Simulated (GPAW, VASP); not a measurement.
This is a calculation of GaAs for VASP 6.6.1. 

Contents of INCAR:

```
  ALGO = Fast
  EDIFF = 1E-6
  ENCUT = 520
  GGA = PE
  ISIF = 2
  ISMEAR = 0
  LASPH = T
  LCHARG = F
  LREAL = F
  LWAVE = F
  NELM = 80
  PREC = Accurate
  SIGMA = 0.028000000000000004
```

KPOINTS

```
k-points
0
Gamma
  8 8 8
```

POSCAR

```
GaAs
1.0
    0.0000000000      2.8268500000      2.8268500000
    2.8268500000      0.0000000000      2.8268500000
    2.8268500000      2.8268500000      0.0000000000
As Ga
1 1
Direct
    0.7500000000      0.7500000000      0.7500000000
    0.0000000000      0.0000000000      0.0000000000
```

Potentials or basis: VASP PAW PBE potentials, release 64 (As, Ga_d).

Launch:

```sh
$ cat potpaw_PBE.64/As/POTCAR potpaw_PBE.64/Ga_d/POTCAR > POTCAR
$ mpirun -np 1 vasp_std > vasp.out
```

Translate it to GPAW 26.7.0 (ASE script). Potentials or basis there: GPAW PAW data sets (gpaw-data 1.2.1), cutoff 600 eV.

As run (cutoffs and basis follow the program's own potentials, and thresholds, step limits or extra output files can differ):

Contents of run.py:

```python
from ase import Atoms
from ase.dft.bandgap import bandgap
from ase.io import write
from ase.units import GPa
from gpaw import GPAW, PW

atoms = Atoms(['As', 'Ga'],
              cell=[[0.0, 2.82685, 2.82685],
                    [2.82685, 0.0, 2.82685],
                    [2.82685, 2.82685, 0.0]],
              scaled_positions=[[0.75, 0.75, 0.75],
                                [0.0, 0.0, 0.0]],
              pbc=True)

calc = GPAW(mode=PW(600),
            xc='PBE',
            kpts={'size': (8, 8, 8), 'gamma': True},
            occupations={'name': 'methfessel-paxton', 'order': 0, 'width': 0.028000000000000004},
            nbands=11,
            convergence={'density': 1e-05, 'energy': 1e-05},
            maxiter=150,
            txt='gpaw.txt')
atoms.calc = calc
energy = atoms.get_potential_energy()
forces = atoms.get_forces()
stress = atoms.get_stress()
calc.write('gs.gpw')
write('result.traj', atoms)
print(f'Energy: {energy:.6f} eV')
print('Forces (eV/A):')
print(forces.round(4))
print('Stress (GPa):', (stress / GPa).round(3))
print('Fermi level:', round(calc.get_fermi_level(), 4), 'eV')
print(f'Gap: {bandgap(calc)[0]:.4f} eV, direct: {bandgap(calc, direct=True)[0]:.4f} eV')
```

Potentials or basis: GPAW PAW data sets (gpaw-data 1.2.1), pw.

Run with:

```sh
$ OMP_NUM_THREADS=1 python run.py
```

Both were run:

|  | VASP | GPAW |
| --- | --- | --- |
| Pressure | 3.5 GPa | 4.3 GPa |

The potentials hold 18 and 8 valence electrons a cell.

Pressure is positive in compression.
